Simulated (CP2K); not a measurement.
**HgTe: equation of state with PBE**

Crystal: HgTe.

```
CELL_PARAMETERS angstrom
4.49720 0.00000 0.00000
2.24860 3.89469 0.00000
2.24860 1.29823 3.67195
ATOMIC_POSITIONS crystal
Hg 0.00000 0.00000 0.00000
Te 0.50000 0.50000 0.50000
```

Measurements of this composition are mostly on another form, of space group No. 216.

```json
{
  "Program": "CP2K 2026.2",
  "Task": "equation of state",
  "Functional": "PBE",
  "Potentials or basis": "POTENTIAL_UZH Hg GTH-PBE-q12, Te GTH-PBE-q6; TZVP-MOLOPT-PBE-GTH basis",
  "Density cutoff": "6123 eV",
  "k mesh": "7 × 7 × 7",
  "Occupations": "fermi-dirac, width 0.05 eV",
  "Spin": "no spin polarisation"
}
```

```yaml
Equilibrium_volume: "29.30 Å³/atom (rough: see the caveat)"
Bulk_modulus: 47 GPa (rough)
```

Energy against volume, from the lowest point:
| volume (Å³/atom) | energy (meV/atom) |
| --- | --- |
| 30.228 | 0.00 |
| 30.871 | 6.97 |
| 31.514 | 16.82 |
| 32.157 | 29.15 |
| 32.801 | 43.62 |
| 33.444 | 59.91 |
| 34.087 | 77.76 |

All runs of the series together: 2.7 min on 1 thread of Arm Neoverse V2, with other jobs on the host.

Caveat: the minimum lies outside the volumes run; the basis of atomic orbitals isn't converged, which shifts pressures, moduli and gaps. The run has no spin-orbit coupling, so splittings on Hg, Te are missing.
